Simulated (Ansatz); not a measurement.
**RbBr under changes of volume**

One of the cells (40.248 Å³/atom); the others are scaled copies at fixed shape and fractional positions:

```
Rb Br
1.0
     0.00000    3.42700    3.42700
     3.42700    0.00000    3.42700
     3.42700    3.42700    0.00000
Rb Br
1 1
Direct
  0.00000 0.00000 0.00000
  0.50000 0.50000 0.50000
```

```yaml
Program: Ansatz 0.2.0
Functional: PBE
Potentials_or_basis: Ansatz PAW
Cutoff: "420 eV (not typed: the program's choice for these potentials)"
k_mesh: 7 × 7 × 7
Occupations: fermi-dirac, width 0.05 eV
Spin: no spin polarisation
```

```csv
volume (Å³/atom),energy over the lowest point (meV/atom),pressure (GPa),gap on the mesh (eV)
37.833,?,?,?
38.638,22.01,1.7,4.47
39.443,14.25,1.4,4.42
40.248,8.35,1.0,4.36
41.053,4.13,0.7,4.31
41.858,1.39,0.4,4.27
42.663,0.00,0.2,4.22
```

What does the run at 37.833 Å³/atom give?

Energy over the lowest point 31.88 meV/atom; pressure 2.2 GPa; gap on the mesh 4.53 eV.

Worked out: A Birch-Murnaghan fit of order 3 (a polynomial in V^(-2/3)) to the other rows has its minimum at 43.20 Å³/atom, just outside them, with B0 = V·E''(V) = 11.9 GPa and B' = 4.9. It gives 31.86 meV/atom at 37.833 Å³/atom, against the run's 31.88, and -dE/dV = 2.2 GPa, against 2.2. A straight line through the other rows of the gap, of slope -2.52 eV per unit of ln V (its deformation potential), extrapolates to 4.52 eV, against the run's 4.53.

Energies are extrapolated to zero smearing.

Caveats: odd divisions of the mesh miss points on the zone boundary, where band edges often lie, so the gap on the mesh can be too wide.

A mesh can miss the band edges. Spin-orbit coupling on Br, Rb is left out.
